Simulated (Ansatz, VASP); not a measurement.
# One calculation of Mn3Si, two programs

```xyz
4
Lattice="0.0000 2.7770 2.7770 2.7770 0.0000 2.7770 2.7770 2.7770 0.0000" Properties=species:S:1:pos:R:3 pbc="T T T"
Mn    2.7770    2.7770    2.7770
Mn    1.3885    1.3885    1.3885
Mn    4.1655    4.1655    4.1655
Si    0.0000    0.0000    0.0000
```

Alike in both runs: task single point; functional PBEsol; k mesh 6 × 6 × 6; collinear spin.

|  | VASP | Ansatz |
| --- | --- | --- |
| version | VASP 6.6.1 | Ansatz 0.2.0 |
| potentials or method | VASP PAW PBE potentials, release 64 (Mn_pv, Si) | plane waves, PAW |
| plane-wave cutoff (eV) | 520 | 420 |
| occupations | fermi-dirac, width 0.1 eV | fermi-dirac |
| valence electrons in the cell | 43 | 49 |

VASP gave:

* pressure (GPa): 1.1
* net moment per atom (μB): 0.30
* size of the moment on the site where the two differ most (μB): 2.12

Which values does Ansatz return?

Pressure (GPa): 0.8; net moment per atom (μB): 0.30; size of the moment on the site where the two differ most (μB): 2.04.

Site moments also hang on the region over which each program counts them. The two sets of potentials don't hold the same shells in valence. Ansatz warned: «seeded_moment_not_kept».

Caveats: the PAW data sets were made with another functional, which shifts forces and pressure a little (VASP).
